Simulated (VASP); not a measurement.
H15C4N, 40 atoms in the cell. The cell holds a amorphous, 40 atoms: a = 7.640 Å, b = 7.640 Å, c = 7.640 Å, α = 90.00°, β = 90.00°, γ = 90.00°. The cell was built by a generator and needn't be a form met in nature.

```yaml
Program: VASP 6.6.1
Task: single point
Functional: PBE
Dispersion: D3(BJ)
Potentials_or_basis: VASP PAW PBE potentials, release 64 (N, H, C)
Cutoff: 520 eV
k_mesh: 1 × 1 × 1
Occupations: fermi-dirac, width 0.02 eV
Spin: no spin polarisation
Dipole_correction: no
Further_INCAR_settings: LREAL = Auto; ALGO = Fast; EDIFF = 1e-06; NBANDS = 62
```

Potentials or basis: VASP PAW PBE potentials, release 64 (N, H, C).

Run with:

```console
$ cat potpaw_PBE.64/N/POTCAR potpaw_PBE.64/H/POTCAR potpaw_PBE.64/C/POTCAR > POTCAR
$ mpirun -np 1 vasp_gam > vasp.out
```

Hardware: 1 thread of Intel(R) Xeon(R) Platinum 8488C (Sapphire Rapids), on a shared host.

Estimate the wall time of this run.

It took 70 s on 1 thread of Intel(R) Xeon(R) Platinum 8488C (Sapphire Rapids), with other jobs on the host, peak memory 0.49 GiB. Counts: scf iterations 17, k points 1.
